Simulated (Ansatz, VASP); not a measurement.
## Two plane-wave programs on Ga

Contents of INCAR:

```
SYSTEM = Ga
PREC = Accurate
ENCUT = 520
EDIFF = 1E-7
ISMEAR = -1
SIGMA = 0.05
LREAL = .False.
LASPH = .True.
NELM = 80
ALGO = Normal
ISIF = 2
LWAVE = .False.
LCHARG = .False.
GGA = PS
NBANDS = 12
```

File KPOINTS:

```
regular mesh
0
Gamma
  13 13 13
  0 0 0
```

File POSCAR:

```
Ga
1.0
   -1.3457430000      1.3674810000      2.2797440000
    1.3853220000     -1.3814100000      2.3117950000
    1.3842630000      1.4199300000     -2.2880880000
Ga
1
Direct
    0.0001720000      0.0118810000      0.0118730000
```

File input.yaml:

```yaml
crystal:
  lattice:
    - [-1.345743, 1.367481, 2.279744]
    - [1.385322, -1.38141, 2.311795]
    - [1.384263, 1.41993, -2.288088]
  atoms:
    - { symbol: Ga, position: [0.000172, 0.011881, 0.011873] }
hamiltonian:
  xc: pbesol
  pseudopotentials: { kind: paw }
kpoints:
  mp_grid: { grid: [13, 13, 13] }
scf:
  occupations: { method: fermi_dirac, width: 0.05 }
output:
  forces: true
  stress: true
  eigenvalues: true
```

Change from the starting cell: cell strained at random at fixed volume.

Alike in both runs: task single point; functional PBEsol; k mesh 13 × 13 × 13; occupations fermi-dirac, width 0.05 eV; no spin polarisation.

|  | VASP | Ansatz |
| --- | --- | --- |
| version | VASP 6.6.1 | Ansatz 0.2.0 |
| potentials or method | VASP PAW PBE potentials, release 64 (Ga_d) | Ansatz PAW |
| plane-wave cutoff (eV) | 520 | 420 |
| valence electrons in the cell | 13 | 13 |

```tsv
	VASP	Ansatz	Ansatz less VASP
gap on the k mesh at the Fermi level (eV)	none	none	-
pressure (GPa)	-0.1	-0.1	-0.07
largest component of the traceless stress (GPa)	0.30	0.30	-0.006
```

A gap of «none» marks a metal or a gap that the smearing closes.

Caveats: the PAW data sets were made with another functional, which shifts forces and pressure a little (VASP); the PAW data sets come from PBE, with cores solved anew for the run's functional, which leaves a small shift of forces and pressure (Ansatz).
